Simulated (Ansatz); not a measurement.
Runs of Ansatz 0.2.0 on Ru. The structure is hexagonal, space group P6_3/mmc (No. 194). Conventional cell: a = 2.706 Å, b = 2.706 Å, c = 4.282 Å, α = 90.00°, β = 90.00°, γ = 120.00°. Ru (site symmetry -6m2) is surrounded by 12 Ru at 2.65 to 2.71 Å. 

| task | level | potentials or basis | spin | k mesh | cutoff (eV) | points for each segment of the path | mesh quality | gap on the mesh (eV) | pressure (GPa) | V0 of scaled cells (Å³/atom) | B0 (GPa) |
| --- | --- | --- | --- | --- | --- | --- | --- | --- | --- | --- | --- |
| equation of state | SVWN5 | Ansatz PAW | off | 11 × 11 × 6 | 420 | - | not flagged | - | - | 13.08 | 367 |
| equation of state | LDA | Ansatz PAW | SOC, no magnetisation | 11 × 11 × 6 | 420 | - | not flagged | - | - | (b) | 366 |
| equation of state | LDA | PseudoDojo LDA | off | 11 × 11 × 6 | 1197 | - | not flagged | - | - | 13.12 | 367 |
| equation of state | revPBE+D3(BJ) | Ansatz PAW | off | 11 × 11 × 6 | 420 | - | not flagged | - | - | 13.29 | 341 |
| equation of state | PBE+D4 | Ansatz PAW | off | 11 × 11 × 6 | 420 | - | not flagged | - | - | 13.52 | (a) |
| equation of state | RPBE | Ansatz PAW | off | 11 × 11 × 6 | 420 | - | not flagged | - | - | 13.97 | 295 |
| equation of state | r2SCAN+rVV10 | Ansatz PAW | off | 11 × 11 × 6 | 500 | - | not flagged | - | - | 13.39 | 347 |
| single point | PBE | Ansatz PAW | off | 11 × 11 × 6 | 600 | - | not flagged | none | 4.5 | - | - |
| band structure | PBE | Ansatz NC | off | 11 × 11 × 6 | 1143 | 14 | not flagged | none | 4.5 | - | - |
| equation of state | BLYP+D4 | Ansatz PAW | off | 11 × 11 × 6 | 420 | - | not flagged | - | - | (c) | 302 |
| equation of state | PBEsol+D3(BJ) | Ansatz PAW | off | 11 × 11 × 6 | 420 | - | not flagged | - | - | 13.05 | 368 |

Alike in all rows: cell as given; smearing fermi-dirac 0.05 eV.

Fill in the values left out.

(a) 329; (b) 13.09; (c) 13.87.

Caveats: the cell was scaled at fixed shape and fractional positions, which overstates the stiffness of a crystal with free parameters, most of all of layers and chains (some runs); the potentials were made for another functional, which shifts forces and pressure (some runs); the PAW data sets were made with another functional, which shifts forces and pressure a little (some runs).

A k mesh can miss the band edges, and rows without SOC leave out spin-orbit coupling on Ru.

A gap of «none» marks a metal or a gap under the smearing width.
